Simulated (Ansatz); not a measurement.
Input of an Ansatz 0.2.0 run:

File input.yaml:

```yaml
crystal:
  lattice:
    - [-0.01964776, 1.964776, 1.964776]
    - [1.964776, -0.01964776, 1.964776]
    - [1.94512824, 1.94512824, 0.0]
  atoms:
    - { symbol: Zn, position: [0.0, 0.0, 0.0] }
hamiltonian:
  xc: pbe
  pseudopotentials: { kind: paw }
kpoints:
  mp_grid: { grid: [12, 12, 12] }
scf:
  occupations: { method: fermi_dirac, width: 0.05 }
output:
  forces: true
  stress: true
  eigenvalues: true
```

Potentials or basis: Ansatz PAW.

Command:

```console
$ ansatz run input.yaml --threads 2 --pin off --max-ram 5632MiB --backend cpu --events-out ev --progress --plain --runs-dir out
```

Problem. What does it give for the pressure?

Solution. -0.1 GPa.

Problem. What does it give for the band gap on the k mesh?

Solution. None (metal or under the smearing width).

Stress tensor (GPa, compression positive):
```
 0.00 -0.89  0.00
-0.89  0.00  0.00
 0.00  0.00 -0.30
```
